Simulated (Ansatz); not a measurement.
# AlRu: the cost of one run

Computed with Ansatz 0.2.0 (DFT r2SCAN, scalar-relativistic, plane waves, PAW, unless a step's input says otherwise).

2 further runs of the same task are left out: 2 set aside as unsound or not needed.

### Step 1. Starting point

The structure is cubic, space group Pm-3m (No. 221). Conventional cell: a = 2.982 Å, b = 2.982 Å, c = 2.982 Å, α = 90.00°, β = 90.00°, γ = 90.00°. Around Al (site symmetry m-3m) lie 8 Ru at 2.58 Å. Ru (site symmetry m-3m) has 8 Al at 2.58 Å as nearest neighbours.

As a file:

```
Al Ru
1.0
     2.98250    0.00000    0.00000
     0.00000    2.98250    0.00000
     0.00000    0.00000    2.98250
Al Ru
1 1
Direct
  0.00000 0.00000 0.00000
  0.50000 0.50000 0.50000
```

It goes back to an entry of the Materials Project, which need not be the stable form.

It is the result of an earlier relaxation at this level (volume 13.27 Å³/atom; gap on the mesh: none (metal)).

The unstrained cell was computed beforehand with the same settings: E(σ→0) = -6432.5442 eV for 2 atoms, gap none (metal).

### Step 2. At -1.5 %

The input, input.yaml:

```yaml
crystal:
  lattice:
    - [2.9377580084, 0.0, 0.0]
    - [0.0, 2.9936797979, 0.0]
    - [0.0, 0.0, 2.9936797979]
  atoms:
    - { symbol: Al, position: [0.0, 0.0, 0.0] }
    - { symbol: Ru, position: [0.5, 0.5, 0.5] }
basis:
  ecutwfc: 500
kpoints:
  mp_grid: { grid: [18, 18, 18] }
hamiltonian:
  xc: r2scan
scf:
  occupations: { method: gaussian, width: 0.1 }
output:
  forces: true
  stress: true
  eigenvalues: true
  write_density: true
  write_potential: true
  elf: true
  volumetric_format: npy
relax:
  adjacent_minimum: "off"
  f_tol: 0.008
  max_steps: 40
  cell: { stress_tol: 0.015, fix: [a, angles] }
```

The run is started by

```console
$ ansatz run input.yaml --threads 1 --pin off --max-ram 2560MiB --backend cpu --events-out ev --progress --plain --runs-dir out
```

Q: Estimate wall time and peak memory on 1 thread of Intel Xeon Platinum 8259CL at 2.50GHz (Skylake/Cascade Lake), shared host.

About 1.8 min, with a peak of 0.65 GiB.
